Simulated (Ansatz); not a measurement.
CsI:
```
CsI
1.0
    4.50705     0.00000     0.00000
    0.00000     4.50705     0.00000
    0.00000     0.00000     4.50705
Cs I
1 1
Direct
  0.00000   0.00000   0.00000
  0.50000   0.50000   0.50000
```

Relaxed with PBEsol. Special points in fractions of this cell's reciprocal vectors: Γ (0.000, 0.000, 0.000); X (0.000, 0.500, 0.000); M (0.500, 0.500, 0.000); R (0.500, 0.500, 0.500).

### Question
List the band energies nearest the valence-band maximum at these points for the program Ansatz at the PBEsol with spin–orbit coupling level (PAW).

### Answer
In eV from the valence-band maximum; about four levels below and three above (degenerate sets whole), none deeper than 8.9 eV; points with the same levels are listed once.

```csv
k,below,above
Γ,0.00 0.00 0.00 0.00,3.59 3.59 3.77 3.77 3.77 3.77
X,-0.76 -0.76 -0.22 -0.22,4.84 4.84 6.25 6.25
M,-0.96 -0.96 -0.13 -0.13,3.87 3.87 4.58 4.58
R,-1.46 -1.46 -1.46 -1.46,6.61 6.61 7.09 7.09 7.09 7.09
```

Space group Pm-3m (CsCl type). The PBEsol relaxation kept the symmetry of its start.

Potentials: the later of the program's two PAW sets.
